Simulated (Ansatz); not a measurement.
CO₂

Level of theory: DFT, r²SCAN, scalar-relativistic, no spin polarisation; plane waves to 500 eV with PAW datasets (Ansatz 0.2.0), 8×8×8 k-mesh, Gaussian smearing of 0.05 eV. The datasets are Ansatz's generated set soft_2.

```
CELL_PARAMETERS angstrom
-1.95472 1.95472 2.96810
1.95472 -1.95472 2.96810
1.95472 1.95472 -2.96810
ATOMIC_POSITIONS crystal
C 0.00000 0.00000 0.00000
C 0.75000 0.25000 0.50000
O 0.37500 0.29228 0.41728
O 0.70772 0.12500 0.08272
O 0.87500 0.95772 0.58272
O 0.04228 0.62500 0.91728
```

The chain of runs began from a measured cell (COD), expanded in volume. The relaxation kept the space group but changed the cell's proportions, one axis by 6 % at equal volume, so the results may not describe the measured structure.

Cell and atoms are those of this level's equilibrium.

Path: Γ–X–P–N–Γ–M–S | S0–Γ | X–R | G–M, with Γ = (0.000, 0.000, 0.000), X = (0.000, 0.000, 0.500), P = (0.250, 0.250, 0.250), N = (0.000, 0.500, 0.000), M = (0.500, 0.500, -0.500), S = (0.358, 0.642, -0.358), S0 = (-0.358, 0.358, 0.358), R = (-0.217, 0.217, 0.500), G = (0.500, 0.500, -0.217) in reciprocal vectors of the calculation's cell.

Levels between -6 and 6 eV from the Fermi level at the path's named points:
```tsv
point	below E_F (eV)	above E_F (eV)
Γ	-5.61 -5.61 -5.12 -5.12 -4.68	4.30
X	-4.98 -4.98 -4.85 -4.85	5.72 5.72
P	-5.14 -5.14 -4.93 -4.93	5.73 5.73
N	-5.75 -4.72 -4.30	5.04
M	-4.34 -4.34	5.66 5.66
S and S0	-5.51 -4.67 -4.42	4.90 5.88
R and G	-5.38 -5.38 -4.64 -4.64	5.53 5.53
```

(1) By these bands, is it a metal or an insulator, and if it has a gap, where are the band edges on this path?

Answer:

(1) An insulator with a gap of 8.60 eV on the path, the valence band topping at N and the conduction band bottoming at Γ; the smallest direct gap is 8.98 eV.

Within 0.6 eV of the edges the projected states are 97 % O 2p at the top of the valence band and 64 % C 2p at the bottom of the conduction band. The lowest excitation takes an electron from O back to C, as in ionic insulators.

Semilocal functionals underestimate band gaps, commonly by a third or more.
